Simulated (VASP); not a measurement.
Here is the system:

```yaml
crystal:
  lattice:
    - [0.00000, 2.93332, 2.93332]
    - [2.93332, 0.00000, 2.93332]
    - [2.93332, 2.93332, 0.00000]
  atoms:
    - { symbol: Sr, position: [0.00000, 0.00000, 0.00000] }
    - { symbol: F, position: [0.25000, 0.25000, 0.25000] }
    - { symbol: F, position: [0.73295, 0.76705, 0.73295] }
```

All values below come from PBE GGA, VASP's PBE PAW potentials (set 64) (plane waves; VASP 6.6.1). Settings: 600 eV cut-off, 6×6×6 Γ-centred mesh, Gaussian smearing of 0.050 eV, potentials Sr_sv F.

### Question
Predict the energy per atom (σ→0), largest force, band gap (on the k-mesh) with the smallest direct gap where there is one.

### Answer

- band gap (on the k-mesh) = 6.71 eV
- smallest direct gap (on the k-mesh) = 6.81 eV
- energy per atom (σ→0) = -5.686 eV/atom
- largest force = 0.357 eV/Å

The compound is SrF2 in the fluorite structure. This cell was strained or had an atom moved on purpose.
